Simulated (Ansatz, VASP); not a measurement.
# One calculation of WS2, two programs

```
W S
1.0
     3.57820    0.00000    0.00000
    -1.78910    3.09881    0.00000
     0.00000    0.00000    5.77238
W S
1 2
Direct
  0.00000 0.00000 0.00000
  0.33333 0.66667 0.25200
  0.66667 0.33333 0.74800
```

Measurements of this composition are mostly on another form, of space group No. 194.

Alike in both runs: task single point; functional PBE; k mesh 9 × 9 × 5; occupations fermi-dirac, width 0.05 eV; no spin polarisation.

|  | VASP | Ansatz |
| --- | --- | --- |
| version | VASP 6.6.1 | Ansatz 0.2.0 |
| potentials or method | VASP PAW PBE potentials, release 64 (W_sv, S), cutoff 520 eV | all-electron LAPW, scalar-relativistic |

Ansatz gave:

| Item | Value |
| --- | --- |
| gap on the k mesh at the Fermi level (eV) | none |
| pressure (GPa) | -13.2 |
| largest component of the traceless stress (GPa) | 7.77 |
| rms of the force components (eV/Å) | 0.441 |

Question: What did VASP give for the same quantities?

Answer: gap on the k mesh at the Fermi level (eV): none; pressure (GPa): -13.3; largest component of the traceless stress (GPa): 7.81; rms of the force components (eV/Å): 0.442.

Atom by atom the forces differ by 0.001 eV/Å (rms over components). A gap of «none» marks a metal or a gap that the smearing closes. Ansatz ran all-electron here, so the differences hold the error of VASP's frozen core and of both bases.

Caveats: this functional lacks dispersion, which binds the layers, so the pressure and a relaxed spacing across them are unreliable. The runs have no spin-orbit coupling, so splittings on W are missing.
